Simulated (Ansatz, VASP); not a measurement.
BN in VASP and in Ansatz

```
N B
1.0
     0.00000    1.81300    1.81300
     1.81300    0.00000    1.81300
     1.81300    1.81300    0.00000
N B
1 1
Cartesian
  0.9065 0.9065 0.9065
  0.0000 0.0000 0.0000
```

The cell is a database's computed one.

Alike in both runs: task relaxation of cell and atoms; functional PBE; k mesh 13 × 13 × 13; occupations fermi-dirac, width 0.05 eV; no spin polarisation.

```csv
,VASP,Ansatz
version,VASP 6.6.1,Ansatz 0.2.0
potentials or method,"VASP PAW PBE potentials, release 64 (N_GW, B_GW)",Ansatz PAW
plane-wave cutoff (eV),680,420
valence electrons in the cell,8,8
```

VASP gave:

```
gap on the k mesh at the Fermi level, each at its own relaxed structure (eV) : 4.53
relaxed volume (Å³/atom)                                                     : 5.95
relaxed cell length with the largest relative difference (Å)                 : 2.563
```

Task: What did Ansatz give for the same quantities?

Result: gap on the k mesh at the Fermi level, each at its own relaxed structure (eV): 4.54; relaxed volume (Å³/atom): 5.95; relaxed cell length with the largest relative difference (Å): 2.563.

Caveats: an odd mesh through Γ misses points on the zone boundary, where band edges often lie (VASP); odd divisions of the mesh miss points on the zone boundary, where band edges often lie, so the gap on the mesh can be too wide (Ansatz); the plane-wave basis is chosen anew once the cell has moved, so the energies of steps on either side of that aren't comparable (Ansatz); the pressure holds a Pulay correction of +1.1 GPa for the finite cutoff (Ansatz). PBE gaps usually lie below the measured ones, often by a third to a half.
